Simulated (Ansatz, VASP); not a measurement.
## Two plane-wave programs on Na

```
Na
1.0
     6.19675    0.00000    0.00000
    -3.09838    5.36654    0.00000
     0.00000    0.00000    8.15208
Na
6
Direct
  0.18024 0.81976 0.33333
  0.18024 0.36047 0.00000
  0.63953 0.81976 0.66667
  0.36047 0.18024 0.66667
  0.81976 0.63953 0.00000
  0.81976 0.18024 0.33333
```

Alike in both runs: functional PBE; k mesh 9 × 9 × 6; occupations gaussian, width 0.1 eV; no spin polarisation.

Ansatz relaxed the structure, and its values are those at the end. VASP's run is a single point on that final structure, the one shown.

|  | VASP | Ansatz |
| --- | --- | --- |
| version | VASP 6.6.1 | Ansatz 0.2.0 |
| potentials or method | VASP PAW PBE potentials, release 64 (Na_pv) | scalar-relativistic, plane waves, PAW |
| plane-wave cutoff (eV) | 520 | 420 |
| valence electrons in the cell | 42 | 54 |

|  | VASP | Ansatz | Ansatz less VASP |
| --- | --- | --- | --- |
| gap on the k mesh at the Fermi level (eV) | none | none | - |
| pressure (GPa) | 0.0 | 0.0 | +0.01 |

A gap of «none» marks a metal or a gap that the smearing closes. The functional is the same, so the differences come from potentials, cutoffs and numerics. The two sets of potentials don't hold the same shells in valence.
